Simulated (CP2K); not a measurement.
Runs of CP2K 2026.2 on ZnS. It takes space group F-43m (No. 216, cubic). The conventional cell has a = 5.404 Å, b = 5.404 Å, c = 5.404 Å, α = 90.00°, β = 90.00°, γ = 90.00°. Around Zn (site symmetry -43m) lie 4 S at 2.34 Å. S (site symmetry -43m) has 4 Zn at 2.34 Å as nearest neighbours. 

```tsv
task	level	potentials or basis	cell	smearing	EPS_DEFAULT	NGRIDS	points a segment of the path (NPOINTS)	bands added on the path	REL_CUTOFF (Ry)	gap on the mesh (eV)	pressure (GPa)	V0 of scaled cells (Å³/atom)	B0 (GPa)
band structure	r2SCAN	POTENTIAL_UZH Zn GTH-SCAN-q12, S GTH-SCAN-q6; TZVP-MOLOPT-SCAN-GTH basis	as given	fermi-dirac 0.01 eV	1.0E-10	4	8	4	60 Ry	2.50	-0.9	-	-
equation of state	SCAN+D4	POTENTIAL_UZH Zn GTH-SCAN-q12, S GTH-SCAN-q6; TZVP-MOLOPT-SCAN-GTH basis	as given	fermi-dirac 0.0259 eV	1.0E-9	4	-	-	60	-	-	19.38	86
single point	PBEsol	POTENTIAL_UZH Zn GTH-PBE-q12, S GTH-PBE-q6; TZVP-MOLOPT-PBE-GTH basis	the cell as VASP's run set it	gaussian 0.1 eV	1.0E-10	5	-	-	60 Ry	1.90	-1.3	-	-
band structure	TB-mBJ	POTENTIAL_UZH Zn GTH-PBE-q12, S GTH-PBE-q6; TZVP-MOLOPT-PBE-GTH basis	as given	fermi-dirac 0.1 eV	1.0E-9	4	10	2	60 Ry	1.80	-	-	-
equation of state	SCAN+D3	POTENTIAL_UZH Zn GTH-SCAN-q12, S GTH-SCAN-q6; TZVP-MOLOPT-SCAN-GTH basis	as given	fermi-dirac 0.05 eV	1.0E-9	4	-	-	60	-	-	(a)	85
single point	RPBE	POTENTIAL_UZH Zn GTH-PBE-q12, S GTH-PBE-q6; TZVP-MOLOPT-PBE-GTH basis	the cell as VASP's run set it	gaussian 0.05 eV	1.0E-10	4	-	-	60 Ry	2.23	4.2	-	-
band structure	PBEsol	POTENTIAL_UZH Zn GTH-PBE-q12, S GTH-PBE-q6; TZVP-MOLOPT-PBE-GTH basis	as given	fermi-dirac 0.05 eV	1.0E-9	5	10	6	60 Ry	1.90	-1.3	-	-
single point	PBE	POTENTIAL_UZH Zn GTH-PBE-q12, S GTH-PBE-q6; TZVP-MOLOPT-PBE-GTH basis	as given	fermi-dirac 0.05 eV	1.0E-10	4	-	-	60 Ry	2.07	(b)	-	-
```

Alike in all rows: no spin polarisation; k mesh 9 × 9 × 9.

Problem. Fill in the values left out.

Solution. (a) 19.42; (b) 2.0.

Caveats: the basis of atomic orbitals isn't converged, which shifts pressures, moduli and gaps; the potentials were made for another functional, which shifts forces and pressure (some runs); an odd mesh through Γ misses points on the zone boundary, where band edges often lie (some runs); this is a model potential without an energy functional, so only levels have meaning (some runs).

Not every run made on this cell is shown here.
